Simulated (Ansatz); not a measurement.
The system is PbSe.

```
Pb Se
1.0
     3.78432    0.00000    0.00000
     0.00000    3.78432    0.00000
     0.00000    0.00000    3.78432
Pb Se
1 1
Direct
  0.00000 0.00000 0.00000
  0.50000 0.50000 0.50000
```

Measurements of this composition are mostly on another form, of space group No. 225.

- Program: Ansatz 0.2.0
- Task: relaxation of cell and atoms
- Functional: revPBE
- Dispersion: D4
- Potentials or basis: Ansatz PAW
- Cutoff: 420 eV (not typed: the program's choice for these potentials)
- k mesh: 7 × 7 × 7
- Occupations: fermi-dirac, width 0.05 eV
- Spin: no spin polarisation

At the start: volume 27.10 Å³/atom.

Question: Where does the relaxation end?

Answer: It ends after 4 steps and the volume is 25.81 Å³/atom (-4.7 %); space group Pm-3m (No. 221, to 0.05 Å).

Step by step:
| step | energy change (eV) | largest force (eV/Å) | volume (Å³) |
| --- | --- | --- | --- |
| 1 | 0.0000 | 0.0000 | 54.20 |
| 2 | -0.0198 | 0.0000 | 51.32 |
| 3 | -0.0200 | 0.0000 | 51.63 |
| 4 | -0.0198 | 0.0000 | 51.63 |

Final structure:
```
Pb Se
1.0
     3.72356    0.00000    0.00000
     0.00000    3.72356    0.00000
     0.00000    0.00000    3.72356
Pb Se
1 1
Direct
  0.00000 0.00000 0.00000
  0.50000 0.50000 0.50000
```

Caveat: the plane-wave basis is chosen anew once the cell has moved, so the energies of steps on either side of that aren't comparable; pairwise dispersion overbinds metals, which lowers pressure and volume; the PAW data sets come from PBE, with cores solved anew for the run's functional, which leaves a small shift of forces and pressure.
